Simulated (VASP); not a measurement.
Here is a VASP 6.6.1 calculation.

Contents of POSCAR:

```
CdS
1.0
    0.0000000000      2.9165000000      2.9165000000
    2.9165000000      0.0000000000      2.9165000000
    2.9165000000      2.9165000000      0.0000000000
Cd S
1 1
Direct
    0.0000000000      0.0000000000      0.0000000000
    0.7500000000      0.7500000000      0.7500000000
```

INCAR.step1

```
SYSTEM = CdS
PREC = Accurate
ENCUT = 520
EDIFF = 1E-5
ISMEAR = 0
SIGMA = 0.02
LREAL = .FALSE.
LASPH = .TRUE.
NELM = 100
ALGO = Normal
ISIF = 2
LWAVE = .TRUE.
LCHARG = .FALSE.
NBANDS = 16
GGA = PE
KPAR = 4
```

Contents of INCAR.step2:

```
SYSTEM = CdS
PREC = Accurate
ENCUT = 520
EDIFF = 1E-7
ISMEAR = 0
SIGMA = 0.02
LREAL = .FALSE.
LASPH = .TRUE.
NELM = 100
ALGO = Normal
ISIF = 2
LWAVE = .FALSE.
LCHARG = .FALSE.
GGA = PE
LHFCALC = .TRUE.
AEXX = 0.25
PRECFOCK = Fast
NBANDS = 16
ISTART = 1
HFRCUT = -1
KPAR = 4
```

The input KPOINTS:

```
Automatic mesh
0
G
  6 6 6
  0 0 0
```

The input KPOINTS_OPT:

```
path GXWKGLUWLK,UX
12
line-mode
reciprocal
 0.0000000000  0.0000000000  0.0000000000  G
 0.5000000000  0.0000000000  0.5000000000  X

 0.5000000000  0.0000000000  0.5000000000  X
 0.5000000000  0.2500000000  0.7500000000  W

 0.5000000000  0.2500000000  0.7500000000  W
 0.3750000000  0.3750000000  0.7500000000  K

 0.3750000000  0.3750000000  0.7500000000  K
 0.0000000000  0.0000000000  0.0000000000  G

 0.0000000000  0.0000000000  0.0000000000  G
 0.5000000000  0.5000000000  0.5000000000  L

 0.5000000000  0.5000000000  0.5000000000  L
 0.6250000000  0.2500000000  0.6250000000  U

 0.6250000000  0.2500000000  0.6250000000  U
 0.5000000000  0.2500000000  0.7500000000  W

 0.5000000000  0.2500000000  0.7500000000  W
 0.5000000000  0.5000000000  0.5000000000  L

 0.5000000000  0.5000000000  0.5000000000  L
 0.3750000000  0.3750000000  0.7500000000  K

 0.6250000000  0.2500000000  0.6250000000  U
 0.5000000000  0.0000000000  0.5000000000  X
```

Potentials or basis: VASP PAW PBE potentials, release 64 (Cd, S).

Launch:

```console
$ cat potpaw_PBE.64/Cd/POTCAR potpaw_PBE.64/S/POTCAR > POTCAR
$ cp INCAR.step1 INCAR
$ mpirun -np 4 vasp_std > vasp.out
$ cp INCAR.step2 INCAR
$ mpirun -np 4 vasp_std > vasp.out
```

Task: What does it give for the pressure?

Result: 1.9 GPa.

Task: What does it give for the band gap on the k mesh?

Result: 2.82 eV, direct.

Task: Predict the band gap along the path.

Result: 2.82 eV, direct.

Levels at the corners of the path, in eV from the valence-band top:
| point | band 5 | band 6 | band 7 | band 8 | band 9 | band 10 | band 11 | band 12 | band 13 | band 14 |
| --- | --- | --- | --- | --- | --- | --- | --- | --- | --- | --- |
| Γ | -8.42 | -8.42 | 0.00 | 0.00 | 0.00 | 2.82 | 8.43 | 8.43 | 8.43 | 13.48 |
| X | -8.34 | -7.92 | -4.28 | -2.05 | -2.05 | 5.13 | 6.18 | 11.28 | 13.02 | 13.02 |
| X | -8.34 | -7.92 | -4.28 | -2.05 | -2.05 | 5.13 | 6.18 | 11.28 | 13.02 | 13.02 |
| W | -8.41 | -7.74 | -4.18 | -2.45 | -2.43 | 7.12 | 7.52 | 9.18 | 9.83 | 13.39 |
| W | -8.41 | -7.74 | -4.18 | -2.45 | -2.43 | 7.12 | 7.52 | 9.18 | 9.83 | 13.39 |
| K | -8.38 | -7.79 | -4.23 | -2.77 | -1.67 | 5.94 | 7.39 | 10.40 | 11.12 | 11.67 |
| K | -8.38 | -7.79 | -4.23 | -2.77 | -1.67 | 5.94 | 7.39 | 10.40 | 11.12 | 11.67 |
| Γ | -8.42 | -8.42 | 0.00 | 0.00 | 0.00 | 2.82 | 8.43 | 8.43 | 8.43 | 13.48 |
| Γ | -8.42 | -8.42 | 0.00 | 0.00 | 0.00 | 2.82 | 8.43 | 8.43 | 8.43 | 13.48 |
| L | -8.39 | -8.01 | -4.77 | -0.82 | -0.82 | 4.80 | 8.88 | 8.88 | 9.40 | 13.03 |
| L | -8.39 | -8.01 | -4.77 | -0.82 | -0.82 | 4.80 | 8.88 | 8.88 | 9.40 | 13.03 |
| U | -8.38 | -7.79 | -4.23 | -2.77 | -1.67 | 5.94 | 7.39 | 10.40 | 11.12 | 11.67 |
| U | -8.38 | -7.79 | -4.23 | -2.77 | -1.67 | 5.94 | 7.39 | 10.40 | 11.12 | 11.67 |
| W | -8.41 | -7.74 | -4.18 | -2.45 | -2.43 | 7.12 | 7.52 | 9.18 | 9.83 | 13.39 |
| W | -8.41 | -7.74 | -4.18 | -2.45 | -2.43 | 7.12 | 7.52 | 9.18 | 9.83 | 13.39 |
| L | -8.39 | -8.01 | -4.77 | -0.82 | -0.82 | 4.80 | 8.88 | 8.88 | 9.40 | 13.03 |
| L | -8.39 | -8.01 | -4.77 | -0.82 | -0.82 | 4.80 | 8.88 | 8.88 | 9.40 | 13.03 |
| K | -8.38 | -7.79 | -4.23 | -2.77 | -1.67 | 5.94 | 7.39 | 10.40 | 11.12 | 11.67 |
| U | -8.38 | -7.79 | -4.23 | -2.77 | -1.67 | 5.94 | 7.39 | 10.40 | 11.12 | 11.67 |
| X | -8.34 | -7.92 | -4.28 | -2.05 | -2.05 | 5.13 | 6.18 | 11.28 | 13.02 | 13.02 |

Caveat: the PAW data sets were made with another functional, which shifts forces and pressure a little.
